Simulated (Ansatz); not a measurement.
## Elastic constants of SiC at 18 GPa (stress–strain coefficients): input and output

These are results of DFT PBEsol, scalar-relativistic, plane waves, PAW (Ansatz), not measurements.

Launched with:
```bash
ansatz run input.yaml --threads 1 --pin off --max-ram 3072MiB --backend cpu --events-out ev --progress --plain --runs-dir out
```

Input (bare energies are in eV):
```yaml
crystal:
  lattice:
    - [3.005030954, 0.0, 0.0]
    - [-1.502515477, 2.6024331453, 0.0]
    - [0.0, 0.0, 4.9282689025]
  atoms:
    - { symbol: Si, position: [0.3333333333, 0.6666666667, 0.0046065008] }
    - { symbol: Si, position: [0.6666666667, 0.3333333333, 0.5046065008] }
    - { symbol: C, position: [0.3333333333, 0.6666666667, 0.3803934992] }
    - { symbol: C, position: [0.6666666667, 0.3333333333, 0.8803934992] }
basis:
  ecutwfc: 420
kpoints:
  mp_grid: { grid: [12, 12, 6] }
hamiltonian:
  xc: pbesol
scf:
  occupations: { method: fixed }
output:
  forces: true
  stress: true
  eigenvalues: true
  polarization: {}
elastic:
  mode: relaxed_ion
  stencil: two_point
```

From the output:
```
--- Elastic constants: 3 strain directions × 2 members + reference (group order 12) ---
  dense FFT box of the reference and of every strained cell: 24×24×36
  strains applied: 11, 33, 23; error gains: componentwise 1.00 (the most a stress slope's error grows in a printed constant), spectral 1.41 (1 for all six strains in a standard setting)
  reference relaxed by the batch: 3 steps; max|allowed force component| 1.47e-4 eV/Å at the deck's positions, 9.24e-8 at the last accepted step, 4.90e-8 by the solve of record
  largest displacement 3.5e-6 Å; the constants are those of the deck's cell at these positions:
  atoms:
    - { symbol: Si, position: [0.3333333333333333, 0.6666666666666666, 0.004607211404942775] }
    - { symbol: Si, position: [0.6666666666666666, 0.3333333333333333, 0.5046072114049429] }
    - { symbol: C, position: [0.3333333333333333, 0.6666666666666666, 0.3803927885950572] }
    - { symbol: C, position: [0.6666666666666666, 0.3333333333333333, 0.8803927885950572] }
  C = ∂σ_k/∂η_j (tension-positive GPa; Voigt order 11 22 33 23 13 12):
       589.601    174.806    109.367      0.000     -0.000      0.000
       174.806    589.601    109.367      0.000     -0.000      0.000
       109.338    109.338    639.826      0.000     -0.000      0.000
         0.000      0.000      0.000    154.221      0.000     -0.000
         0.000      0.000      0.000      0.000    154.221      0.000
         0.000      0.000      0.000     -0.000      0.000    207.398
  reference stress σ⁰ (GPa):    -18.000    -18.000    -17.998     -0.000     -0.000     -0.000
  C* (energy form; C + prestress term) asymmetry max|C*_kj − C*_jk| = 2.743e-2 GPa — a small one proves nothing (zero by symmetry where the batch's group is 432, −43m or m−3m); a large one is finite-difference/SCF noise where every solve ...
  moduli (Voigt/Reuss/Hill, GPa): K = 289.56/289.53/289.55   G = 198.20/189.78/193.99   E = 475.73   ν = 0.226
  mechanically stable: yes (min eigenvalue of sym C = 154.22 GPa)
  e, the proper piezoelectric tensor (elastic.mode: relaxed_ion; C/m²; rows x y z; Voigt order 11 22 33 23 13 12):
      -0.00000   -0.00000    0.00000    0.00000   -0.24327    0.00000
      -0.00000    0.00000    0.00000   -0.24327   -0.00000    0.00000
      -0.44571   -0.44571    0.99041    0.00000   -0.00000    0.00000
  ±, each entry's uncertainty from the finite density of the strings (C/m²), an estimate: the size of the correction for it that the entry includes:
       0.00000    0.00000    0.00000    0.00000    0.00415    0.00000
       0.00000    0.00000    0.00000    0.00415    0.00000    0.00000
       0.00120    0.00120    0.00606    0.00000    0.00000    0.00000
  the group's symmetry takes up to 1.3e-6 C/m² out of the measured responses: error of the strings' finite density and of the mesh across them, as far as it breaks the symmetry (raise kpoints.mp_grid and any string_points); the largest step ...
  strain η (Voigt 11):  stress-route row diagonal C_11 = 589.60 GPa, energy-path curvature d²(F+E_count+ΔE)/dδ²/Ω₀ = 589.60 GPa
         δ    σ_11 (GPa) F (eV) n_scf n_hpsi n_pw
    -2.000e-3     -19.1842       -1737.2460239       9   39425    768   relax 5 steps, max|allowed force component| 1.25e-5 eV/Å
     2.000e-3     -16.8258       -1737.2633486      10   41087    770   relax 5 steps, max|allowed force component| 1.68e-7 eV/Å
  strain η (Voigt 33):  stress-route row diagonal C_33 = 639.83 GPa, energy-path curvature d²(F+E_count+ΔE)/dδ²/Ω₀ = 639.83 GPa
         δ    σ_33 (GPa) F (eV) n_scf n_hpsi n_pw
    -2.000e-3     -19.2812       -1737.2460416      10   18104    768   relax 5 steps, max|allowed force component| 2.06e-9 eV/Å
     2.000e-3     -16.7219       -1737.2633215       9   17489    770   relax 4 steps, max|allowed force component| 4.60e-6 eV/Å
  strain η (Voigt 23):  stress-route row diagonal C_44 = 154.22 GPa, energy-path curvature d²(F+E_count+ΔE)/dδ²/Ω₀ = 163.21 GPa
         δ    σ_23 (GPa) F (eV) n_scf n_hpsi n_pw
    -2.000e-3      -0.3084       -1737.2549029      10   58870    769   relax 3 steps, max|allowed force component| 1.63e-5 eV/Å
     2.000e-3       0.3084       -1737.2549029      10   57767    769   relax 3 steps, max|allowed force component| 1.65e-5 eV/Å
--- Formal polarisation (Berry phase): one branch of a lattice of values; only differences between neighbouring runs are physical ---
  axis mesh electronic ionic p = total spread (rad) least overlap resolved gap  δp at fixed H ≤   (phases in cycles; p mod 2; gap in eV; gap and δp judge the states as solved, not the mesh's step, its ...
  b1    12×12×6         0.00000000     8.00000000     8.00000000      0.000000         0.9510        3.9915           1.6e-6
  b2    12×12×6         0.00000000     8.00000000     8.00000000      0.000000         0.9510        3.9915           1.6e-6
  b3    12×12×6        -0.10555317     7.08000000     6.97444683      0.112472         0.9349        3.9915           9.5e-7
  quantum along a1:   0.15593946 e/Å² =   249.842554 µC/cm²
  quantum along a2:   0.15593946 e/Å² =   249.842554 µC/cm²
  quantum along a3:   0.25574165 e/Å² =   409.743297 µC/cm²
  P = (  0.31187891,   0.54019012,   0.89182827) e/Å² = (  499.685109,   865.479996,  1428.866420) µC/cm²  (mod the quanta)
```

It took 3.3 min on 1 thread of Intel(R) Xeon(R) 6975P-C (Granite Rapids), with other jobs on the host, peak memory 0.52 GiB.